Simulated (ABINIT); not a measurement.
Write the native input for ABINIT 10.8.3 (patched build) that does the following.

```
Task                : band structure
Functional          : PBE
Potentials or basis : JTH PAW PBE v2.0
Cutoff              : 707 eV
k mesh              : 12 × 12 × 6
Occupations         : fermi-dirac, width 0.05 eV
Spin                : no spin polarisation
Fine-grid cutoff    : 1306.15 eV
```

BN:

```
N B
1.0
     2.55394    0.00000    0.00000
    -1.27697    2.21178    0.00000
     0.00000    0.00000    4.22685
N B
2 2
Direct
  0.33333 0.66667 0.12528
  0.66667 0.33333 0.62528
  0.33333 0.66667 0.49972
  0.66667 0.33333 0.99972
```

Measurements of this composition are mostly on another form, of space group No. 194.

These files were run (other wordings do the same):

run.abi

```
# Datasets: ground state, then fixed potential
ndtset 2

# Pseudopotentials
pp_dirpath "./"
pseudos "N.GGA_PBE-JTH.xml, B.GGA_PBE-JTH.xml"

# Structure
acell 2.5539396017 2.5539396017 4.226855 Angstrom
rprim
     1.0000000000     0.0000000000     0.0000000000
    -0.5000000000     0.8660254038     0.0000000000
     0.0000000000     0.0000000000     1.0000000000
ntypat 2
znucl 7 5
natom 4
typat 1 1 2 2
xcart
    -0.0000000002     1.4745177166     0.5295234870
     1.2769698010     0.7372588582     2.6429509870
    -0.0000000002     1.4745177166     2.1122608880
     1.2769698010     0.7372588582     4.2256883880 Angstrom

# Plane-wave basis
ecut 26.0
pawecutdg 48.0
pawxcdev 0

# Exchange and correlation
ixc 11

# Bands and occupations
occopt 3
tsmear 0.05 eV

# SCF cycle
nstep 100

# Output
iomode 3
prtwf 0
prteig 0
prtebands 0
enunit 1
prtden1 1

# Dataset 1
kptopt1 1
ngkpt1 12 12 6
nshiftk1 1
shiftk1 0.0 0.0 0.0
nband1 12
tolvrs1 1.0e-9

# Dataset 2: bands along G-M-K-G-A-L-H-A
iscf2 -2
getden2 1
nband2 18
nbdbuf2 4
tolwfr2 1.0e-11
kptopt2 -7
ndivsm2 8
prteig2 1
kptbounds2
     0.0000000000     0.0000000000     0.0000000000
     0.5000000000     0.0000000000     0.0000000000
     0.3333333333     0.3333333333     0.0000000000
     0.0000000000     0.0000000000     0.0000000000
     0.0000000000     0.0000000000     0.5000000000
     0.5000000000     0.0000000000     0.5000000000
     0.3333333333     0.3333333333     0.5000000000
     0.0000000000     0.0000000000     0.5000000000
```

Potentials or basis: JTH PAW PBE v2.0.

Launch:

```sh
$ abinit run.abi > log 2>&1
```

Results of the run:

| Quantity | Value |
| --- | --- |
| Pressure | -0.1 GPa |
| Largest force | 0.015 eV/Å |
| Band gap on the k mesh | 5.19 eV, indirect (least direct gap 8.22 eV) |
| Band gap along the path | 5.19 eV, indirect (least direct gap 8.21 eV) |
| Valence electrons inside the program's atomic spheres | N 2.68; B 2.06 |

It took 39 s on 1 thread of Arm Neoverse V2 (shared host), peak memory 0.13 GiB.
